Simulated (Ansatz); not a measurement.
Crystal: Mg.

```
Mg
1.0
     3.20930    0.00000    0.00000
    -1.60465    2.77934    0.00000
     0.00000    0.00000    5.21030
Mg
2
Direct
  0.66667 0.33333 0.75000
  0.33333 0.66667 0.25000
```

```yaml
Program: Ansatz 0.2.0
Task: relaxation of cell and atoms
Functional: PBEsol
Dispersion: D3(BJ)-ATM
Potentials_or_basis: Ansatz PAW
Cutoff: "420 eV (not typed: the program's choice for these potentials)"
k_mesh: 10 × 10 × 5
Occupations: fermi-dirac, width 0.05 eV
Spin: no spin polarisation
```

At the start: volume 23.24 Å³/atom.

Task: How do energy, volume and symmetry change on relaxing?

Result: It ends after 6 steps and the volume is 21.55 Å³/atom (-7.3 %); space group P6_3/mmc (No. 194, to 0.05 Å).

Step by step:
| step | energy change (eV) | largest force (eV/Å) | volume (Å³) |
| --- | --- | --- | --- |
| 1 | 0.0000 | 0.0000 | 46.47 |
| 2 | -0.0323 | 0.0000 | 43.68 |
| 3 | -0.0347 | 0.0000 | 42.85 |
| 4 | -0.0349 | 0.0000 | 43.09 |
| 5 | -0.0349 | 0.0000 | 43.10 |
| 6 | -0.0348 | 0.0000 | 43.10 |

Final structure:
```
Mg
1.0
     3.10086    0.00000    0.00000
    -1.55043    2.68542    0.00000
     0.00000    0.00000    5.17549
Mg
2
Cartesian
  1.5504 0.8951 3.8816
  0.0000 1.7903 1.2939
```

Caveat: the plane-wave basis is chosen anew once the cell has moved, so the energies of steps on either side of that aren't comparable; pairwise dispersion overbinds metals, which lowers pressure and volume; the PAW data sets come from PBE, with cores solved anew for the run's functional, which leaves a small shift of forces and pressure.
